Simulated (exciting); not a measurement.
Crystal: CuI (Marshite).

```
I Cu
1.0
     0.00000    3.03150    3.03150
     3.03150    0.00000    3.03150
     3.03150    3.03150    0.00000
I Cu
1 1
Direct
  0.00000 0.00000 0.00000
  0.25000 0.25000 0.25000
```

Base run:

- Program: exciting (release sodium)
- Functional: PBEsol
- Potentials or basis: all-electron LAPW+lo, shipped species files, valence relativity iora*
- rgkmax: 9
- k mesh: 8 × 8 × 8
- Occupations: gaussian, width 0.02 eV
- Spin: no spin polarisation

Its results: band gap on the k mesh 1.01 eV, direct.

The run is repeated on the same cell with these changes: functional from PBEsol to RPBE; occupations from gaussian, width 0.02 eV to gaussian, width 0.1 eV. What comes out?

Band gap on the k mesh 1.26 eV, direct.

Caveats: spin-orbit coupling is left out, which moves the levels of the heavy elements.

